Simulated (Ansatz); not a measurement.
# Cs (Im-3m) under several functionals

Plane-wave DFT in Ansatz with scalar-relativistic PAW potentials. The same structure was relaxed (cell and atoms, symmetry kept) in separate runs at each level. No spin polarisation.

| level | cutoff (eV) | k mesh | V (Å³/atom) | a (Å) |
| --- | --- | --- | --- | --- |
| PBE+D3(BJ) | 420 | 10×10×10 | 110.348 | 6.043 |
| PBE | 420 | 10×10×10 | 116.755 | 6.158 |
| r2SCAN | 500 | 10×10×10 | 122.477 | 6.257 |

Where does PBEsol (420 eV, k mesh 10×10×10) fall?

V (Å³/atom) 108.891, a (Å) 6.016. Its volume is the smallest of the set. The usual order of volumes, PBEsol < PBE, holds here (108.891, 116.755 Å³/atom). As a rule PBEsol, built on the gradient expansion of slowly varying densities, lies between LDA and PBE; PBE's stronger gradient term for exchange weakens bonds. Adding D3 to PBE changes the volume by -5.5 %; the term is attractive, so it pulls cells in. In metals the pairwise form ignores screening by the conduction electrons and often pulls in too far. r2SCAN lies 4.9 % over PBE in volume.